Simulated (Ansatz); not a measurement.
**Li started on a F site next to F started in the widest void in rocksalt LiF, 65 atoms, charge +1**

All numbers come from Ansatz (PAW, plane waves, no spin–orbit coupling) at the single k point (¼, ¼, ¼) without its symmetry partners. The atoms were relaxed with PBEsol in a fixed cell; other functionals are single points on those atoms unless said otherwise. The valence top and gap of the host come from its small cell on a dense mesh, with the band extrema sought between the mesh points, lined up by the mean potential, PBEsol gap 9.05 eV, HSE06 gap 11.54 eV. The charge correction uses an assumed dielectric constant of 9.0.

Relaxed structure:

```cif
data_structure
_symmetry_space_group_name_H-M 'P 1'
_symmetry_Int_Tables_number 1
_cell_length_a 8.0152
_cell_length_b 8.0152
_cell_length_c 8.0152
_cell_angle_alpha 90.000
_cell_angle_beta 90.000
_cell_angle_gamma 90.000
_cell_volume 514.92
loop_
_atom_site_label
_atom_site_type_symbol
_atom_site_fract_x
_atom_site_fract_y
_atom_site_fract_z
_atom_site_occupancy
F1 F 0.26146 0.00638 0.00826 1
F2 F 0.26750 0.01013 0.51732 1
F3 F 0.26702 0.50416 0.00959 1
F4 F 0.72743 0.05790 0.97727 1
F5 F 0.75841 0.00637 0.51126 1
F6 F 0.75911 0.51404 0.00897 1
F7 F 0.75972 0.50417 0.51685 1
F8 F 0.01044 0.26251 0.01196 1
F9 F 0.02189 0.27999 0.52063 1
F10 F 0.04729 0.72645 0.97312 1
F11 F 0.01485 0.75574 0.50719 1
F12 F 0.49795 0.27094 0.00880 1
F13 F 0.50613 0.26421 0.51021 1
F14 F 0.51135 0.75965 0.01088 1
F15 F 0.49631 0.75121 0.51566 1
F16 F 0.88846 0.89345 0.13829 1
F17 F 0.01300 0.00772 0.75488 1
F18 F 0.01651 0.51574 0.26633 1
F19 F 0.01706 0.50572 0.74891 1
F20 F 0.50503 0.00773 0.26282 1
F21 F 0.50365 0.00965 0.75349 1
F22 F 0.49909 0.50572 0.26688 1
F23 F 0.50499 0.51016 0.75483 1
F24 F 0.27083 0.27999 0.27171 1
F25 F 0.26042 0.26421 0.75596 1
F26 F 0.25740 0.75574 0.26467 1
F27 F 0.26586 0.75121 0.74614 1
F28 F 0.76210 0.26252 0.26027 1
F29 F 0.75895 0.27094 0.74779 1
F30 F 0.72327 0.72646 0.29711 1
F31 F 0.76103 0.75966 0.76119 1
F32 F 0.04735 0.06294 0.29719 1
Li1 Li 0.03836 0.28741 0.28820 1
Li2 Li 0.03765 0.95311 0.97686 1
Li3 Li 0.00979 0.01342 0.51511 1
Li4 Li 0.00934 0.50419 0.00498 1
Li5 Li 0.98557 0.51325 0.51346 1
Li6 Li 0.50589 0.01521 0.00515 1
Li7 Li 0.50810 0.01080 0.51503 1
Li8 Li 0.50914 0.51220 0.00986 1
Li9 Li 0.53231 0.50872 0.50969 1
Li10 Li 0.25814 0.25737 0.01053 1
Li11 Li 0.26283 0.23742 0.51266 1
Li12 Li 0.27317 0.75287 0.00362 1
Li13 Li 0.26056 0.78406 0.51040 1
Li14 Li 0.73193 0.28298 0.98176 1
Li15 Li 0.76071 0.25737 0.50799 1
Li16 Li 0.75720 0.75811 0.00702 1
Li17 Li 0.75378 0.75286 0.52302 1
Li18 Li 0.26525 0.01342 0.25964 1
Li19 Li 0.26519 0.01079 0.75793 1
Li20 Li 0.26363 0.51324 0.23542 1
Li21 Li 0.25985 0.50873 0.78214 1
Li22 Li 0.72702 0.95311 0.28748 1
Li23 Li 0.75532 0.01520 0.75571 1
Li24 Li 0.75516 0.50419 0.25918 1
Li25 Li 0.76003 0.51220 0.75898 1
Li26 Li 0.88766 0.11474 0.13750 1
Li27 Li 0.00986 0.26105 0.76077 1
Li28 Li 0.01378 0.75354 0.26360 1
Li29 Li 0.01609 0.74751 0.74672 1
Li30 Li 0.51094 0.26105 0.25969 1
Li31 Li 0.50581 0.26133 0.75563 1
Li32 Li 0.49690 0.74751 0.26593 1
Li33 Li 0.50814 0.75988 0.75796 1
```

Chemical potentials μ are those of reference phases of the elements at zero temperature by the same functional (the usual solids, diamond for C, grey Sn, and the molecules H2, N2, O2, F2, Cl2, Br2 and S8).

```tsv
functional	E(defect) − E(host) − Σ nμ + q·E_VBM (eV)	monopole (eV)	alignment (eV)	formation energy at E_F = VBM (eV)	moment (μB)	wall time, shared host
PBEsol	-1.06	0.28	-0.13	-0.91	0 (no spin)	20 s on NVIDIA GB300 (relaxation)
```

**Question.** Estimate the formation energy and moment that HSE06 gives on these atoms.

**Answer.** -2.42 eV at E_F = VBM (-2.58 eV before the monopole term 0.28 eV and the alignment -0.12 eV), moment 0 (no spin).

**Question.** How does the monopole term follow by hand for this cubic cell?

**Answer.** q²·α·e²/(4πε₀)/(2εL) with the Madelung constant α = 2.837 and e²/4πε₀ = 14.40 eV·Å: 1 × 2.837 × 14.40 / (2 × 9.0 × 8.015) = 0.28 eV.

HSE06 one-electron levels near the gap (the ten most localised at most), from the host's valence top, not corrected for the charge's images:

```
level (eV)  spin  filling  atoms sharing it  element of the atom with most weight
      0.05  both     2.00              18.6                                     F
      0.07  both     2.00              19.3                                     F
      0.30  both     2.00              13.0                                     F
      0.33  both     2.00               9.0                                     F
      0.42  both     2.00              14.3                                     F
      0.44  both     2.00              11.2                                     F
      1.11  both     2.00               5.3                                     F
      1.19  both     2.00               6.4                                     F
      1.28  both     2.00               4.4                                     F
      9.89  both     0.00              12.1                                    Li
```

All elements are taken at their own reference at once; growth conditions in equilibrium with the host shift these energies, by up to the host's formation enthalpy.

One k point and a cell of this size can leave errors of several tenths of an eV in such numbers.
